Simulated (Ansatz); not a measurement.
# Transmission past a defect: armchair graphene nanoribbon (N = 7, H edges), Fe placed on top of one C, part 3 of 4

What does the defect do to the conductance?

Ansatz 0.2.0; DFT PBE, plane waves, PAW; relaxation of a wire's period (the session's first sound run).

So far. Step 2 (The relaxed wire): The cell's length comes to 4.300 Å with spin left out. Step 3 (Bands of the perfect wire): At the computed energy nearest the Fermi level there are 0 channels a spin, and the thermal average gives 1.4e-13 G₀; the gap is 1.57 eV.

### Step 4. Relaxation of the scattering region

This step: DFT PBE, plane waves, PAW; relaxation of a junction in a wire, ends held (Ansatz 0.2.0).

System of this step: armchair graphene nanoribbon (N = 7, H edges), Fe placed on top of one C. The cell holds 127 atoms: 98 C, 28 H and 1 Fe. Cell: a = 16.232 Å, b = 7.000 Å, c = 30.099 Å, α = 90.0°, β = 90.0°, γ = 90.0°. Regions: held atoms, 72 atoms (56 C and 16 H); free atoms, 55 atoms (42 C, 12 H and 1 Fe). Vacuum lies along a and b. The structure's axis is c.

55 atoms at the defect are free to relax, while 72 stay where the perfect wire has them, so that the ends still repeat as a lead. The cutoff is set under the files' recommended one to save time.

File input.yaml:

```yaml
crystal:
  lattice:
    - [16.232, 0.0, 0.0]
    - [0.0, 7.0, 0.0]
    - [0.0, 0.0, 30.0987489793]
  atoms:
    - { symbol: C, position: [0.273844133, 0.5, 0.001052437] }
    - { symbol: C, position: [0.423835595, 0.5, 0.999963324] }
    - { symbol: C, position: [0.576164405, 0.5, 0.999963324] }
    - { symbol: C, position: [0.726155867, 0.5, 0.001052437] }
    - { symbol: C, position: [0.273844133, 0.5, 0.04656661] }
    - { symbol: C, position: [0.423835595, 0.5, 0.047655723] }
    - { symbol: C, position: [0.576164405, 0.5, 0.047655723] }
    - { symbol: C, position: [0.726155867, 0.5, 0.04656661] }
    - { symbol: H, position: [0.214810782, 0.5, 0.063659109] }
    - { symbol: H, position: [0.785189218, 0.5, 0.063659109] }
    - { symbol: C, position: [0.348109846, 0.5, 0.071306448] }
    - { symbol: C, position: [0.5, 0.5, 0.071620985] }
    - { symbol: C, position: [0.651890154, 0.5, 0.071306448] }
    - { symbol: C, position: [0.348109846, 0.5, 0.119169743] }
    - { symbol: C, position: [0.5, 0.5, 0.118855205] }
    - { symbol: C, position: [0.651890154, 0.5, 0.119169743] }
    - { symbol: H, position: [0.214810782, 0.5, 0.126817082] }
    - { symbol: H, position: [0.785189218, 0.5, 0.126817082] }
    - { symbol: C, position: [0.273844133, 0.5, 0.14390958] }
    - { symbol: C, position: [0.423835595, 0.5, 0.142820467] }
    - { symbol: C, position: [0.576164405, 0.5, 0.142820467] }
    - { symbol: C, position: [0.726155867, 0.5, 0.14390958] }
    - { symbol: C, position: [0.273844133, 0.5, 0.189423753] }
    - { symbol: C, position: [0.423835595, 0.5, 0.190512866] }
    - { symbol: C, position: [0.576164405, 0.5, 0.190512866] }
    - { symbol: C, position: [0.726155867, 0.5, 0.189423753] }
    - { symbol: H, position: [0.214810782, 0.5, 0.206516252] }
    - { symbol: H, position: [0.785189218, 0.5, 0.206516252] }
    - { symbol: C, position: [0.348109846, 0.5, 0.214163591] }
    - { symbol: C, position: [0.5, 0.5, 0.214478128] }
[... 91 atom lines left out ...]
    - { symbol: C, position: [0.348109846, 0.5, 0.9763126] }
    - { symbol: C, position: [0.5, 0.5, 0.975998063] }
    - { symbol: C, position: [0.651890154, 0.5, 0.9763126] }
    - { symbol: H, position: [0.214810782, 0.5, 0.983959939] }
    - { symbol: H, position: [0.785189218, 0.5, 0.983959939] }
    - { symbol: Fe, position: [0.348109846, 0.797142857, 0.547741171], spin: 3.0 }
magnetization:
  spin_polarized: true
kpoints:
  mp_grid: { grid: [1, 1, 1] }
scf:
  occupations: { method: fermi_dirac, width: 0.1 }
hamiltonian:
  xc: pbe
relax:
  constraints:
    - { sites: [0, 1, 2, 3, 4, 5, 6, 7, 8, 9, 10, 11, 12, 13, 14, 15, 16, 17, 18, 19, 20, 21, 22, 23, 24, 25, 26, 27, 28, 29, 30, 31, 32, 33, 34, 35, 90, 91, 92, 93, 94, 95, 96, 97, 98, 99, 100, 101, 102, 103, 104, 105, 106, 107, 108, 109, 110, 111, 112, 113, 114, 115, 116, 117, 118, 119, 120, 121, 122, 123, 124, 125] }
  f_tol: 0.06
  max_steps: 35
basis:
  ecutwfc: "350 eV"
```

The run is started by

```sh
> ansatz run input.yaml --threads 4 --pin off --max-ram 16384MiB --backend cpu --events-out ev --progress --plain --runs-dir out
```

Numbers of over 12 decimals in the logs are rounded to 6 here.

Output:

```text
[...]
Crystal: 127 atoms, lattice volume = 3419.940 Å³
Basis set: ecut = 350 eV, 50895 PW (Γ), exchange–correlation on 200×90×384 points (8 copies of the dense FFT grid, shifted against one another)
Bands: 347, of which v1, the nominal top of the filled ones, is band 218 counted from 1 (217 counted from 0)
Symmetry: 1 space group operations
[...]
k-points: 1
[...]
Starting moments: Σ|m| = 3 μB on 1 of 127 sites
[...]
SCF iter   1: F=—  HF=-29583.433214 eV  |F-HF|=—  |Δ(HF+E_count)|=         —  Δρ=4.06e-2 (↑3.67e-2 ↓4.06e-2)  dr2=2.31e2  dr2_m=3.49e0  M=4.279 μB ∫|m|=4.918 μB  β_m=1.00  ethr=3.10e-3  ⟨swp⟩=8.0  Hψ=3455  notcnv=0  defer=139
[...]
spin=Collinear: LDOS preconditioning applied to the charge; magnetization (m = ρ↑ − ρ↓) channel mixes plain (no charge-response kernel on spin).
SCF iter   2: F=—  HF=-29530.156375 eV  |F-HF|=—  |Δ(HF+E_count)|=    5.33e1  Δρ=2.40e-2 (↑2.40e-2 ↓2.29e-2)  dr2=8.73e1  dr2_m=1.37e-1  M=3.971 μB ∫|m|=4.921 μB  β_m=0.30  ethr=3.10e-3  ⟨swp⟩=3.0  Hψ=1343  notcnv=0  defer=195
[...]
SCF iter  12: F=—  HF=-29508.168061 eV  |F-HF|=—  |Δ(HF+E_count)|=   7.44e-3  Δρ=6.00e-4 (↑4.79e-4 ↓6.00e-4)  dr2=5.13e-3  dr2_m=6.90e-3  M=4.037 μB ∫|m|=4.504 μB  β_m=0.30  ethr=2.15e-5  ⟨swp⟩=2.0  Hψ=609  notcnv=0  defer=182
[...]
spin-set hold released at iteration 12 (site moments contracting): the magnetisation degrees of freedom join the quasi-Newton model from the next iteration; the mixer history was flushed
SCF iter  13: F=—  HF=-29508.181317 eV  |F-HF|=—  |Δ(HF+E_count)|=   1.33e-2  Δρ=7.32e-4 (↑3.32e-4 ↓7.32e-4)  dr2=3.86e-3  dr2_m=7.53e-3  M=4.027 μB ∫|m|=4.485 μB  β_m=0.65  ethr=1.18e-6  ⟨swp⟩=2.0  Hψ=1170  notcnv=0  defer=182
[...]
SCF iter  21: F=-29508.204747 eV  HF=-29508.204781 eV  |F-HF|=3.47e-5  |Δ(HF+E_count)|=   2.18e-6  Δρ=4.69e-5 (↑1.46e-5 ↓4.69e-5)  dr2=7.60e-5  dr2_m=1.65e-5  M=4.032 μB ∫|m|=4.486 μB  ethr=2.06e-8  ⟨swp⟩=2.0  Hψ=2087  notcnv=0
SCF 1 converged in 21 iterations: F = -29508.204747 eV  dr2 = 7.60e-5
[...]
relax step   1: F+E_penalty+E_count = -29508.20474659 eV  Δ(F+E_penalty+E_count) = +0.000e0 eV  max|allowed force component| = 7.131e-1 eV/Å  Δτ_max = 0.0000 Å  (21 SCF iters, dr2 threshold 9.00e-5 eV, accepted)
[...]
Starting moments: Σ|m| = 3 μB on 1 of 127 sites; this step starts from the density that it was given
[...]
SCF iter   1: F=—  HF=-29508.212831 eV  |F-HF|=—  |Δ(HF+E_count)|=         —  Δρ=1.74e-3 (↑8.45e-4 ↓1.74e-3)  dr2=5.98e-2  dr2_m=2.33e-2  M=4.032 μB ∫|m|=4.474 μB  β_m=0.30  ethr=1.35e-5  ⟨swp⟩=2.0  Hψ=2341  notcnv=0  defer=182
[...]
spin=Collinear: Resta preconditioning applied to the charge; magnetization (m = ρ↑ − ρ↓) channel mixes plain (no charge-response kernel on spin).
SCF iter   2: F=—  HF=-29508.221723 eV  |F-HF|=—  |Δ(HF+E_count)|=   8.89e-3  Δρ=1.22e-3 (↑5.43e-4 ↓1.22e-3)  dr2=2.29e-2  dr2_m=1.18e-2  M=4.043 μB ∫|m|=4.497 μB  β_m=0.50  ethr=1.35e-5  ⟨swp⟩=2.0  Hψ=838  notcnv=0  defer=182
[...]
SCF iter  11: F=-29508.238093 eV  HF=-29508.238116 eV  |F-HF|=2.25e-5  |Δ(HF+E_count)|=   1.02e-5  Δρ=1.60e-5 (↑6.55e-6 ↓1.60e-5)  dr2=2.74e-5  dr2_m=1.88e-6  M=4.033 μB ∫|m|=4.467 μB  ethr=7.29e-9  ⟨swp⟩=4.0  Hψ=1587  notcnv=0
SCF 2 converged in 11 iterations: F = -29508.238093 eV  dr2 = 2.74e-5
relax step   2: F+E_penalty+E_count = -29508.23809347 eV  Δ(F+E_penalty+E_count) = -3.335e-2 eV  max|allowed force component| = 3.337e-1 eV/Å  Δτ_max = 0.0563 Å  (11 SCF iters, dr2 threshold 3.18e-5 eV, accepted)
SCF iter   1: F=—  HF=-29508.195295 eV  |F-HF|=—  |Δ(HF+E_count)|=         —  Δρ=2.28e-3 (↑9.61e-4 ↓2.28e-3)  dr2=7.70e-2  dr2_m=4.30e-2  M=4.034 μB ∫|m|=4.460 μB  β_m=0.30  ethr=1.81e-4  ⟨swp⟩=5.0  Hψ=1861  notcnv=0  defer=184
[...]
SCF iter  14: F=-29508.252457 eV  HF=-29508.252460 eV  |F-HF|=3.10e-6  |Δ(HF+E_count)|=   1.64e-6  Δρ=8.16e-6 (↑2.08e-6 ↓8.16e-6)  dr2=4.16e-6  dr2_m=4.99e-7  M=4.034 μB ∫|m|=4.454 μB  ethr=1.60e-9  ⟨swp⟩=4.0  Hψ=1578  notcnv=0
SCF 3 converged in 14 iterations: F = -29508.252457 eV  dr2 = 4.16e-6
relax step   3: F+E_penalty+E_count = -29508.25245664 eV  Δ(F+E_penalty+E_count) = -1.436e-2 eV  max|allowed force component| = 1.180e-1 eV/Å  Δτ_max = 0.0771 Å  (14 SCF iters, dr2 threshold 6.96e-6 eV, accepted)
[... from here on, the SCF cycles and remarks between the steps are left out ...]
relax step   4: F+E_penalty+E_count = -29508.26517129 eV  Δ(F+E_penalty+E_count) = -1.271e-2 eV  max|allowed force component| = 2.173e-1 eV/Å  Δτ_max = 0.1187 Å  (20 SCF iters, accepted)
relax step   5: F+E_penalty+E_count = -29508.28218276 eV  Δ(F+E_penalty+E_count) = -1.701e-2 eV  max|allowed force component| = 2.876e-1 eV/Å  Δτ_max = 0.1933 Å  (20 SCF iters, dr2 threshold 5.90e-6 eV, accepted)
relax step   6: F+E_penalty+E_count = -29508.29209204 eV  Δ(F+E_penalty+E_count) = -9.909e-3 eV  max|allowed force component| = 1.397e-1 eV/Å  Δτ_max = 0.1727 Å  (17 SCF iters, dr2 threshold 8.27e-5 eV, accepted)
relax step   7: F+E_penalty+E_count = -29508.29711770 eV  Δ(F+E_penalty+E_count) = -5.026e-3 eV  max|allowed force component| = 6.291e-2 eV/Å  Δτ_max = 0.1167 Å  (23 SCF iters, dr2 threshold 4.60e-6 eV, accepted)
relax step   8: F+E_penalty+E_count = -29508.31559298 eV  Δ(F+E_penalty+E_count) = -1.848e-2 eV  max|allowed force component| = 1.642e-1 eV/Å  Δτ_max = 0.1953 Å  (38 SCF iters, accepted)
relax step   9: F+E_penalty+E_count = -29508.35320987 eV  Δ(F+E_penalty+E_count) = -3.762e-2 eV  max|allowed force component| = 2.057e-1 eV/Å  Δτ_max = 0.1950 Å  (27 SCF iters, dr2 threshold 5.47e-6 eV, accepted)
relax step  10: F+E_penalty+E_count = -29508.38878827 eV  Δ(F+E_penalty+E_count) = -3.558e-2 eV  max|allowed force component| = 3.076e-1 eV/Å  Δτ_max = 0.1946 Å  (23 SCF iters, dr2 threshold 4.23e-5 eV, accepted)
relax step  11: F+E_penalty+E_count = -29508.43281718 eV  Δ(F+E_penalty+E_count) = -4.403e-2 eV  max|allowed force component| = 2.050e-1 eV/Å  Δτ_max = 0.1949 Å  (16 SCF iters, dr2 threshold 9.46e-5 eV, accepted)
relax step  12: F+E_penalty+E_count = -29508.46362625 eV  Δ(F+E_penalty+E_count) = -3.081e-2 eV  max|allowed force component| = 1.058e-1 eV/Å  Δτ_max = 0.1947 Å  (23 SCF iters, dr2 threshold 1.87e-5 eV, accepted)
[...]
atom  13  C     -0.00534744     0.00000557    -0.01184850
  atom  14  C      0.00672302     0.00002972     0.00896717
  atom  15  C     -0.00007926     0.00000600     0.00819813
  atom  16  C     -0.00492127    -0.00000429     0.01179586
  atom  17  H     -0.03251681    -0.00003135    -0.01639700
  atom  18  H      0.03247287     0.00002065    -0.01648767
  atom  19  C      0.02413118     0.00015001    -0.01553373
  atom  20  C     -0.00007508     0.00076626    -0.01029303
  atom  21  C      0.00035490    -0.00030150    -0.00925390
  atom  22  C     -0.02586298    -0.00003447    -0.01903366
  atom  23  C      0.02327369    -0.00028803     0.01551448
  atom  24  C      0.00307797    -0.00092050     0.00974239
  atom  25  C      0.00240912     0.00048715     0.00869652
  atom  26  C     -0.02624855     0.00016703     0.01895589
  atom  27  H     -0.03258363     0.00011073     0.01625175
  atom  28  H      0.03244435    -0.00010472     0.01643803
  atom  29  C      0.00282696    -0.01112657    -0.00744491
  atom  30  C     -0.00086950    -0.00171618    -0.01216968
  atom  31  C     -0.00280804     0.00626993    -0.01762788
  atom  32  C      0.01488651     0.02265080    -0.01409928
  atom  33  C      0.00656891    -0.00132504    -0.01486492
  atom  34  C     -0.00256441    -0.01113682    -0.00534019
  atom  35  H     -0.02752366    -0.00251717    -0.01757704
  atom  36  H      0.02486693    -0.00010736    -0.01666434
  atom  37  C      0.00019993    -0.00257896    -0.00020229
  atom  38  C     -0.00007152     0.00143000     0.00113510
  atom  39  C      0.00062135    -0.00136595     0.00027918
  atom  40  C      0.00112390    -0.00011914     0.00190852
[...]
atom 116  C     -0.02761599    -0.00010549     0.02081355
  atom 117  H     -0.03235199     0.00005500     0.01612029
  atom 118  H      0.03233917     0.00001594     0.01645370
  atom 119  C      0.00946121    -0.00007571    -0.00595001
  atom 120  C      0.00037204    -0.00006553    -0.01016462
  atom 121  C     -0.00323058    -0.00002741    -0.01174920
  atom 122  C      0.00496237     0.00006224     0.00669309
  atom 123  C     -0.00116471     0.00000647     0.00918461
  atom 124  C     -0.00525653     0.00004462     0.01257134
  atom 125  H     -0.03262914     0.00000214    -0.01627160
  atom 126  H      0.03253287     0.00000553    -0.01638325
  atom 127  Fe    -0.00372816     0.02414272    -0.00073029
  max |Σ_I F_I| component: 2.47e-5 eV/Å
--- Relaxed structure (18 steps of the walk, 18 accepted, 0 SCFs on fresh bases) ---
  F+E_penalty+E_count = -29508.50394388 eV   max|allowed force component| = 2.414e-2 eV/Å
  atoms:
    - { symbol: C, position: [0.273844133, 0.500000, 0.001052437] }
    - { symbol: C, position: [0.423835595, 0.500000, 0.999963324] }
    - { symbol: C, position: [0.576164405, 0.500000, 0.999963324] }
    - { symbol: C, position: [0.726156, 0.500000, 0.001052437] }
    - { symbol: C, position: [0.273844133, 0.500000, 0.046567] }
    - { symbol: C, position: [0.423835595, 0.500000, 0.047655723] }
    - { symbol: C, position: [0.576164405, 0.500000, 0.047655723] }
    - { symbol: C, position: [0.726156, 0.500000, 0.046567] }
    - { symbol: H, position: [0.214810782, 0.500000, 0.063659] }
    - { symbol: H, position: [0.785189218, 0.500000, 0.063659] }
    - { symbol: C, position: [0.348110, 0.500000, 0.071306448] }
    - { symbol: C, position: [0.5, 0.500000, 0.071621] }
    - { symbol: C, position: [0.651890, 0.500000, 0.071306448] }
    - { symbol: C, position: [0.348110, 0.500000, 0.119169743] }
    - { symbol: C, position: [0.5, 0.500000, 0.118855] }
    - { symbol: C, position: [0.651890, 0.500000, 0.119169743] }
    - { symbol: H, position: [0.214810782, 0.500000, 0.126817082] }
    - { symbol: H, position: [0.785189218, 0.500000, 0.126817082] }
    - { symbol: C, position: [0.273844133, 0.500000, 0.143910] }
    - { symbol: C, position: [0.423835595, 0.500000, 0.142820467] }
    - { symbol: C, position: [0.576164405, 0.500000, 0.142820467] }
    - { symbol: C, position: [0.726156, 0.500000, 0.143910] }
    - { symbol: C, position: [0.273844133, 0.500000, 0.189423753] }
    - { symbol: C, position: [0.423835595, 0.500000, 0.190512866] }
    - { symbol: C, position: [0.576164405, 0.500000, 0.190512866] }
    - { symbol: C, position: [0.726156, 0.500000, 0.189423753] }
    - { symbol: H, position: [0.214810782, 0.500000, 0.206516] }
    - { symbol: H, position: [0.785189218, 0.500000, 0.206516] }
    - { symbol: C, position: [0.348110, 0.500000, 0.214164] }
    - { symbol: C, position: [0.5, 0.500000, 0.214478] }
    - { symbol: C, position: [0.651890, 0.500000, 0.214164] }
    - { symbol: C, position: [0.348110, 0.500000, 0.262026886] }
    - { symbol: C, position: [0.5, 0.500000, 0.261712348] }
    - { symbol: C, position: [0.651890, 0.500000, 0.262026886] }
    - { symbol: H, position: [0.214810782, 0.500000, 0.269674] }
    - { symbol: H, position: [0.785189218, 0.500000, 0.269674] }
    - { symbol: C, position: [0.273861, 0.500649, 0.286758] }
    - { symbol: C, position: [0.423845, 0.500229, 0.285651] }
    - { symbol: C, position: [0.576171, 0.499885, 0.285658] }
    - { symbol: C, position: [0.726133, 0.499630, 0.286759] }
    - { symbol: C, position: [0.273832, 0.502307, 0.332274] }
    - { symbol: C, position: [0.423879, 0.501205, 0.333331] }
    - { symbol: C, position: [0.576208, 0.499409, 0.333338] }
    - { symbol: C, position: [0.726186, 0.498638, 0.332290] }
    - { symbol: H, position: [0.214735, 0.502471, 0.349369] }
    - { symbol: H, position: [0.785288, 0.498323, 0.349386] }
    - { symbol: C, position: [0.348137, 0.503199, 0.356972] }
    - { symbol: C, position: [0.500035, 0.500307, 0.357266] }
    - { symbol: C, position: [0.651917, 0.498280, 0.356995] }
    - { symbol: C, position: [0.348157, 0.505683, 0.404791] }
[...]
- { symbol: H, position: [0.214841, 0.518832, 0.412337] }
    - { symbol: H, position: [0.785265, 0.493172, 0.412529] }
[...]
- { symbol: H, position: [0.214763, 0.520651, 0.492088] }
    - { symbol: H, position: [0.785134, 0.492496, 0.492285] }
[...]
- { symbol: H, position: [0.214554, 0.467539, 0.554604] }
    - { symbol: H, position: [0.784961, 0.490714, 0.555349] }
[...]
- { symbol: H, position: [0.214540, 0.463527, 0.635461] }
    - { symbol: H, position: [0.784971, 0.492440, 0.635102] }
[...]
- { symbol: H, position: [0.214697, 0.501655, 0.698283] }
    - { symbol: H, position: [0.785241, 0.500325, 0.698221] }
[...]
- { symbol: H, position: [0.214810782, 0.500000, 0.777945] }
    - { symbol: H, position: [0.785189218, 0.500000, 0.777945] }
[...]
- { symbol: H, position: [0.214810782, 0.500000, 0.841102796] }
    - { symbol: H, position: [0.785189218, 0.500000, 0.841102796] }
[...]
- { symbol: C, position: [0.576164405, 0.500000, 0.857106] }
    - { symbol: C, position: [0.726156, 0.500000, 0.858195] }
    - { symbol: C, position: [0.273844133, 0.500000, 0.903709] }
    - { symbol: C, position: [0.423835595, 0.500000, 0.904799] }
    - { symbol: C, position: [0.576164405, 0.500000, 0.904799] }
    - { symbol: C, position: [0.726156, 0.500000, 0.903709] }
    - { symbol: H, position: [0.214810782, 0.500000, 0.920802] }
    - { symbol: H, position: [0.785189218, 0.500000, 0.920802] }
    - { symbol: C, position: [0.348110, 0.500000, 0.928449305] }
    - { symbol: C, position: [0.5, 0.500000, 0.928764] }
    - { symbol: C, position: [0.651890, 0.500000, 0.928449305] }
    - { symbol: C, position: [0.348110, 0.500000, 0.9763126] }
    - { symbol: C, position: [0.5, 0.500000, 0.975998] }
    - { symbol: C, position: [0.651890, 0.500000, 0.9763126] }
    - { symbol: H, position: [0.214810782, 0.500000, 0.983960] }
    - { symbol: H, position: [0.785189218, 0.500000, 0.983960] }
    - { symbol: Fe, position: [0.261183, 0.784699, 0.595834] }
[key lines of the parts left out:]
SCF converged after 16 iterations
Magnetization: 3.9264 μB (219.9632 up, 216.0368 down)
Free energy (F): -29508.503944 eV
Fermi energy:    -0.583555 eV
```

The job ended after 22 min (4 threads of Arm Neoverse V2, shared host; peak memory 4.7 GiB).

The steps of the relaxation:

```csv
step,energy less that of the first step (eV),largest force component (eV/Å)
1,0.0000,0.7131
2,-0.0333,0.3337
3,-0.0477,0.1180
4,-0.0604,0.2173
5,-0.0774,0.2876
6,-0.0873,0.1397
7,-0.0924,0.0629
8,-0.1108,0.1642
9,-0.1485,0.2057
10,-0.1840,0.3076
11,-0.2281,0.2050
12,-0.2589,0.1058
13,-0.2758,0.2026
14,-0.2864,0.1096
15,-0.2929,0.0555
16,-0.2978,0.1101
17,-0.2988,0.0640
18,-0.2992,0.0241
```

The atoms that moved most (Å):

| atom | dx | dy | dz | length |
| --- | --- | --- | --- | --- |
| Fe127 | -1.411 | -0.087 | 1.448 | 2.023 |
| H81 | -0.004 | -0.255 | 0.011 | 0.256 |
| H71 | -0.004 | -0.227 | -0.024 | 0.228 |
| H63 | -0.001 | 0.145 | -0.004 | 0.145 |
| H53 | 0.000 | 0.132 | -0.006 | 0.132 |
| C59 | -0.001 | 0.093 | -0.005 | 0.093 |
| C55 | 0.000 | 0.087 | -0.004 | 0.087 |
| H72 | -0.004 | -0.065 | -0.001 | 0.065 |

Numbers from this step:

- energy at zero smearing: -29508.4704 eV
- total moment: 3.926 μB
- absolute moment: 4.335 μB

Site moment by element, in μB:

| element | atoms | mean | spread (r.m.s.) | least | largest |
| --- | --- | --- | --- | --- | --- |
| C | 98 | 0.00 | 0.00 | -0.01 | 0.01 |
| H | 28 | 0.00 | 0.00 | 0.00 | 0.00 |
| Fe | 1 | 2.87 | 0.00 | 2.87 | 2.87 |

The atoms farthest from the mean of their element:

```csv
atom,"x, y, z (Å)",site moment (μB)
C73,"4.42, 3.51, 17.21",-0.01
C68,"5.65, 3.53, 16.47",0.01
C77,"4.42, 3.49, 18.62",-0.01
C83,"5.65, 3.50, 19.35",0.01
C74,"6.88, 3.52, 17.19",0.00
C78,"6.88, 3.52, 18.64",0.00
C66,"8.11, 3.50, 15.05",0.00
C87,"8.11, 3.50, 20.78",0.00
```

The largest force component on a free atom ends at 0.024 eV/Å, under the limit of 0.06. Fe ends nearest to C at 2.12 Å and C at 2.12 Å; its sphere holds +2.87 μB.

(Part 3 of 4 ends here.)

[Logs are printed without paths, hosts, clocks, repeated set-up lines and the standing remarks that a program may print on its own settings, such as how far it seeks lower states.]

[Hosts, paths, dates, database ids (printed as entryN), source tags and the programs' standing remarks are cut or masked in the printed files.]
